**Question.** I computed the equation of state of bcc tungsten with LDA, using three families of potentials and, for one of them, three cutoffs. I expected the answers to drift together, but they don't. At the lowest cutoff the volume looks fine while the bulk modulus is clearly off. PseudoDojo has the smallest volume of all, yet its modulus almost equals that of the best JTH run. HGH is softer than the rest. Which of these differences come from the settings, which from the potentials, and why do volume and modulus not go wrong together?

ABINIT density-functional calculations of bcc tungsten with LDA, without spin polarisation or spin-orbit coupling, on a 12×12×12 k mesh with Fermi-Dirac smearing of 0.05 eV. The basis column gives the plane-wave cutoff. Volume, bulk modulus and its slope with pressure come from an equation-of-state fit to energies at seven volumes from 14.90 to 16.80 Å³ per atom.

| potentials | basis | equilibrium volume (Å³/atom) | bulk modulus (GPa) | bulk modulus slope |
| --- | --- | --- | --- | --- |
| PseudoDojo NC SR LDA v0.4.1 standard | 952 eV | 15.355 | 327.5 | 3.940 |
| JTH PAW LDA v2.0 | 272 eV | 15.399 | 338.0 | 4.470 |
| JTH PAW LDA v2.0 | 408 eV | 15.411 | 328.8 | 4.040 |
| JTH PAW LDA v2.0 | 571 eV | 15.412 | 328.2 | 3.900 |
| HGH LDA | 435 eV | 15.440 | 319.3 | 3.940 |

**Answer.** Volume and modulus read different features of the same energy curve. The equilibrium volume is where the slope of the energy is zero. The bulk modulus, the resistance to compression, comes from the curvature there, and the bulk modulus slope, its rise with pressure, from the next derivative. A change of cutoff or potential adds some correction to the curve. The volume responds to the slope of that correction, the modulus to its curvature and, through the shifted volume, to its slope as well.

A mass on a spring that stiffens when squeezed shows the rules. Adding a constant to its energy changes nothing, a steady extra force moves the rest position, and a second spring changes the stiffness. The steady force also changes the stiffness indirectly, because the mass now rests where the spring is stiffer or softer. The picture serves for smooth corrections and fails for bumpy ones, which matters below.

For the crystal, take JTH at 571 eV as the reference, with volume $V_0$, bulk modulus $B_0$ and bulk modulus slope $B'$. Let $D(V)$ be the energy of another run less that of the reference. Near the minimum the reference energy has the slope $B_0(V-V_0)/V_0$, and the new minimum lies where this slope and that of $D$ cancel:

$$\Delta V \approx -\frac{V_0}{B_0}\,D', \qquad \Delta B \approx V_0 D'' - B' B_0\,\frac{\Delta V}{V_0}.$$

The first term of $\Delta B$ is the change of stiffness at equal volume; the second comes from the shifted volume. The slope $D'$ acts as a pressure, so the same error moves a soft crystal further than a stiff one.

**Why the low cutoff spares the volume**

At 272 eV the JTH energy lies 233 meV per atom above that at 571 eV, which looks alarming. Between 14.90 and 16.16 Å³ per atom, a span of about 1.3 Å³, this offset rises by only 2.4 meV. The reason is standard: the short waves that the low cutoff omits are needed mainly close to the nucleus, where the orbitals hardly notice how far away the neighbours are. Most of the error is therefore a constant and drops out.

The small remainder can be followed by hand. A change of 2.4 meV over 1.3 Å³ is a slope of about 1.9 meV/Å³, or 0.30 GPa. Dividing by the modulus of 328 GPa and multiplying by the volume of 15.4 Å³ gives a contraction of 0.014 Å³, against 0.013 Å³ in the table. The formula has no adjustable constant, but it uses this run's own energies, so the agreement confirms the expansion and not the origin of the error.

**Why the modulus suffers more**

The remainder is also uneven. At 272 eV there are only about 157 plane waves per k point, by a simple count, and as the cell expands new ones enter in whole numbers. Theory therefore leads one to expect small bumps in the energy curve, and the smooth equation of state indeed misses the 272 eV energies by 0.3 meV, some twenty times more than at 571 eV.

Each derivative magnifies such bumps. Relative to 571 eV, the 272 eV run is wrong by 0.08% in the volume, 3% in the modulus and 15% in the bulk modulus slope. The same ranking holds at 408 eV, with much smaller errors. At 272 eV the simple formula also does worst: it gives a modulus change of 12 GPa instead of 10 GPa, since a bumpy curve has no single curvature.

The excess stiffness at 272 eV is thus a basis error and no property of tungsten. At 408 eV volume and modulus have settled for these potentials, while the bulk modulus slope still differs by 0.14 from its value at 571 eV.

**Why PseudoDojo and HGH stand apart**

A potential replaces the nucleus and the inner electrons, and it must reproduce how the outer electrons respond when neighbours approach. A flaw in that response depends on volume, so it does not cancel as the constant basis error does. Compared with JTH at 571 eV, PseudoDojo acts like an extra squeeze of 1.2 GPa and HGH like a pull of 0.6 GPa. Their volumes move by −0.4% and +0.2%, both more than any change of cutoff within JTH.

The close moduli of PseudoDojo and JTH now look different. At equal volume PseudoDojo is softer by about 5 GPa. Its crystal, however, settles at a smaller volume, where the metal is stiffer, and this returns nearly the same amount. The agreement to 0.7 GPa is a cancellation, not a sign that the two potentials describe the same stiffness.

For HGH the two effects add. It is about 6 GPa softer than JTH at equal volume, and its larger volume takes away another 2 GPa. The analysis printed below gives this split for each run; with a narrower volume step the softness at equal volume comes out nearer 4 GPa for both potentials, so its size is less certain than its sign.

It is tempting to blame HGH's softness on its frozen inner shells, since it treats 6 electrons where the other potentials treat 14. PseudoDojo is the control: it treats 14 and is about as soft at equal volume. Freezing the 5s and 5p shells may still contribute, but these runs do not single it out. PseudoDojo and HGH were each run at one cutoff. For PseudoDojo the pressure computed from the stress, which reacts strongly to a short basis, differs from the slope of the energies by only about 0.1 GPa near the minimum, so a basis error is unlikely to explain its distance from JTH. For HGH the same comparison leaves a gap of about 1.3 GPa, more than the pull of 0.6 GPa itself, so its basis is short for the stress and part of its distance from JTH could come from the cutoff. The gap alone does not prove a shifted volume: JTH at 571 eV has one of about 0.8 GPa, although its volume barely changes from 408 eV.

**What to do with this**

Converge the quantity you need, not the total energy: a cutoff that is good enough for a lattice constant may spoil an elastic constant. Keep one potential throughout a comparison, because a change of potential can look like a strain. Before taking two similar moduli as agreement, compare them at the same volume.

Which potential is closest to LDA tungsten with all electrons treated remains open. An all-electron energy curve would settle it, provided that it is compared in both volume and stiffness at equal volume, since the modulus at the minimum can hide two errors that cancel.

Printed output of the fit:

```
Volume against JTH at 571 eV:
                                   row  computed shift in A^3  shift in percent  slope of energy difference in GPa  shift from slope in A^3
  PseudoDojo NC SR LDA v0.4.1 standard                 -0.057           -0.3698                              1.174                 -0.05513
                      JTH PAW LDA v2.0                 -0.013          -0.08435                             0.3033                 -0.01424
                      JTH PAW LDA v2.0                 -0.001         -0.006488                            0.02654                -0.001246
                      JTH PAW LDA v2.0                      0                 0                                  0                        0
                               HGH LDA                  0.028            0.1817                            -0.6104                  0.02866
Modulus at 15.53 A^3 and basis:
                                   row  wide step in GPa  narrow step in GPa  estimated plane waves per k point  rms of energy fit in meV
  PseudoDojo NC SR LDA v0.4.1 standard             314.1               313.3                               1025                     0.004
                      JTH PAW LDA v2.0             330.3               334.9                                157                     0.299
                      JTH PAW LDA v2.0               320               317.5                              288.6                     0.051
                      JTH PAW LDA v2.0             319.3               317.3                              478.1                     0.015
                               HGH LDA             313.2               313.5                              318.5                    0.0125
Modulus against JTH at 571 eV in GPa:
                                   row  computed change  change at equal volume  change from shifted volume  sum of both
  PseudoDojo NC SR LDA v0.4.1 standard             -0.7                   -5.14                       4.734      -0.4057
                      JTH PAW LDA v2.0              9.8                   11.02                        1.08         12.1
                      JTH PAW LDA v2.0              0.6                  0.6812                     0.08305       0.7642
                      JTH PAW LDA v2.0                0                       0                           0            0
                               HGH LDA             -8.9                  -6.068                      -2.325       -8.394
JTH 272 eV energy above 571 eV at 15.53 A^3 in meV: 232.7
JTH 272 eV change of that offset from 14.90 to 16.16 A^3 in meV: 2.4
JTH 408 eV energy above 571 eV at 15.53 A^3 in meV: 33.83
JTH 408 eV change of that offset from 14.90 to 16.16 A^3 in meV: 0.21
```
